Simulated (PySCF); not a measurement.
How well do the runs reproduce experiment for methylenecyclopropane?

**Experimental background.**

From NIST CCCBDB Release 22 (SRD 101), experimental dipoles, for the gas: dipole moment 0.402 D.

The runs below try to reproduce these values; the comparison stands at the end.

Species: methylenecyclopropane, C4H6.
Atom-mapped SMILES: `[CH2:1]=[C:2]1[CH2:3][CH2:4]1` (hydrogens: H5, H6 on C1; H7, H8 on C3; H9, H10 on C4)

Cartesian coordinates in Å at the PBE0-D3(BJ)/def2-TZVP level; atoms count from 1:
```
atom  x, y, z in Å
C1     1.1681   -0.5869   -1.0539
C2     0.2554   -0.1278   -0.2269
C3    -0.8855   -0.4008    0.6394
C4    -0.3305    1.0119    0.4680
H5     1.8957    0.0752   -1.5108
H6     1.2212   -1.6406   -1.3051
H7    -0.7098   -0.8996    1.5868
H8    -1.8446   -0.6250    0.1838
H9    -0.9242    1.7190   -0.1021
H10    0.2083    1.4513    1.3016
```

Runs made with PySCF (gas phase, on this PBE0-D3(BJ)/def2-TZVP geometry; no spin–orbit coupling):

```json
{"level": "PBE0-D3(BJ)/def2-TZVP, grid level 2", "job": "geometry optimisation from a GFN2-xTB start shaken at random", "basis functions": "160", "wall time": "82 s"}
{"level": "PBE0/pcSseg-2", "job": "shieldings, ring-centre shieldings, charges and field gradients", "basis functions": "228", "wall time": "17 s"}
{"level": "CAM-B3LYP/aug-cc-pVTZ", "job": "10 singlets by full TDDFT, 4 Tamm–Dancoff triplets, polarisability", "basis functions": "322", "wall time": "35 s"}
{"level": "PBE0/aug-cc-pVTZ", "job": "10 singlets by full TDDFT, 4 Tamm–Dancoff triplets, polarisability, dynamic polarisability", "basis functions": "322", "wall time": "35 s"}
{"level": "wB97X-D/aug-cc-pVTZ", "job": "10 singlets by full TDDFT, 4 Tamm–Dancoff triplets, polarisability, ΔSCF ions", "basis functions": "322", "wall time": "85 s"}
```

Hardware: Arm Neoverse V1, one thread (shared host).

Results beside the measurements:

**Dipole moment.** Measured: 0.402 D (NIST CCCBDB Release 22 (SRD 101), experimental dipoles).

| level | computed (D) | computed − measured (D) | % (from the printed values) |
| --- | --- | --- | --- |
| PBE0-D3(BJ)/def2-TZVP | 0.455 | +0.053 | +13 |
| PBE0/pcSseg-2 | 0.467 | +0.065 | +16 |
| CAM-B3LYP/aug-cc-pVTZ | 0.470 | +0.068 | +17 |
| PBE0/aug-cc-pVTZ | 0.467 | +0.065 | +16 |
| wB97X-D/aug-cc-pVTZ | 0.469 | +0.067 | +17 |

All 5 levels lie above the measurement. The computed dipoles belong to one fixed geometry; measured ones are averaged over vibrations unless marked μe. Magnitudes are compared, not signs.

No measured geometry was used, and the causes of the misses weren't examined.
